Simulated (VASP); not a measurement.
Cs:

```
Cs
1.0
    -2.75008    2.75008    4.09724
     2.75008   -2.75008    4.09724
     2.75008    2.75008   -4.09724
Cs
1
Direct
  0.00000 0.00000 0.00000
```

This isn't the form of Cs at room conditions, which is bcc.

Program: VASP 6.6.1. Alike in all runs: potentials or basis VASP PAW PBE potentials, release 64 (Cs_sv); cell as given; cutoff (eV) 520. Hardware: 1 thread of Intel(R) Xeon(R) Platinum 8488C (Sapphire Rapids) (shared host).

Question: Order these runs on this cell by their wall time, lowest first.
A. task band structure; level BEEF-vdW; spin SOC, no magnetisation; k mesh 5 × 5 × 5; smearing methfessel-paxton 0.1 eV
B. task optical spectrum; level TB-mBJ; spin non-collinear, ferromagnetic start; k mesh 5 × 5 × 5; smearing fermi-dirac 0.05 eV
C. task band structure; level AM05; spin off; k mesh 7 × 7 × 7; smearing methfessel-paxton 0.1 eV

Answer: C (92 s), A (550 s), B (2100 s).

Caveats: spectra need much finer meshes, so this one isn't converged (some runs); independent-particle spectra lack excitons (some runs); the intraband (Drude) part of a metal's response may be missing (some runs).

Runs at the PBE level aren't shown here.
